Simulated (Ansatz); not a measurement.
A run of Ansatz 0.2.0 is set up as follows.

The input input.yaml:

```yaml
crystal:
  lattice:
    - [1.8299960138, 1.0565486912, 2.9709202777]
    - [-1.8299960138, 1.0565486912, 2.9709202777]
    - [0.0, -2.1130973823, 2.9709202777]
  atoms:
    - { symbol: Mn, position: [0.0, 0.0, 0.0], spin: 5.5 }
    - { symbol: S, position: [0.5, 0.5, 0.5] }
hamiltonian:
  xc: pbe
  pseudopotentials: { kind: paw }
magnetization:
  spin_polarized: true
kpoints:
  mp_grid: { grid: [9, 9, 9] }
scf:
  occupations: { method: fermi_dirac, width: 0.05 }
output:
  forces: true
  stress: true
  eigenvalues: true
```

Potentials or basis: Ansatz PAW.

Command:

```sh
$ ansatz run input.yaml --threads 2 --pin off --max-ram 5120MiB --backend cpu --events-out ev --progress --plain --runs-dir out
```

Q: Predict the net moment.

A: 4.66 μB per cell.

Q: Estimate the band gap on the k mesh.

A: None (metal or under the smearing width).

Q: Predict the pressure.

A: -1.6 GPa.

Q: Predict the absolute moment.

A: 4.66 μB per cell.

Stress tensor (GPa, compression positive):
```
-1.73  0.00  0.00
 0.00 -1.73  0.00
 0.00  0.00 -1.28
```

Caveat: a cell with one magnetic atom can't hold antiferromagnetic order, which such compounds often take; semilocal functionals often make such compounds metallic where correlation or magnetic order opens a gap, which also shifts bond lengths. With open d or f shells a metallic result of PBE can be an artefact of self-interaction; +U or a hybrid may open a gap.
